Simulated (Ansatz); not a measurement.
# Ni3Ge (Pm-3m), zone-centre modes

The calculation used DFT PBEsol, scalar-relativistic, plane waves, PAW in Ansatz. Cutoff 420 eV, Γ-centred 12×12×12 k-points, Gaussian smearing of 0.15 eV. No spin polarisation. A magnetic state may lie lower.

Zero of the scan (relaxed at this level; it needn't be the usual structure):

```
CELL_PARAMETERS angstrom
-3.52491 0.00000 -3.52491
0.00000 -3.52491 -3.52491
-3.52491 -3.52491 0.00000
ATOMIC_POSITIONS crystal
Ni 0.50000 0.00000 0.00000
Ni 0.00000 0.50000 0.50000
Ni 0.50000 0.00000 0.50000
Ni 0.00000 0.50000 0.00000
Ni 0.00000 0.00000 0.50000
Ni 0.50000 0.50000 0.00000
Ge 0.00000 0.00000 0.00000
Ge 0.50000 0.50000 0.50000
```

Harmonic modes by finite displacements of 0.02 Å, without the LO–TO term. The cell doubles the primitive one, so its zone centre also holds the primitive cell's point q = (1/2, 1/2, 1/2).

At this geometry, is the structure stable against these modes?

Yes: no mode is imaginary beyond 10 cm⁻¹, and only the three translations lie near zero.

List the wavenumbers in cm⁻¹.

0, 0, 0, 92, 92, 92, 130, 130, 130, 165, 165, 172, 172, 172, 198, 198, 198, 296, 296, 296, 299, 299, 299, 313.

Cost: 1 run of about 3.4 core-minutes, on AMD EPYC 9R45 (Zen 5) (shared hosts).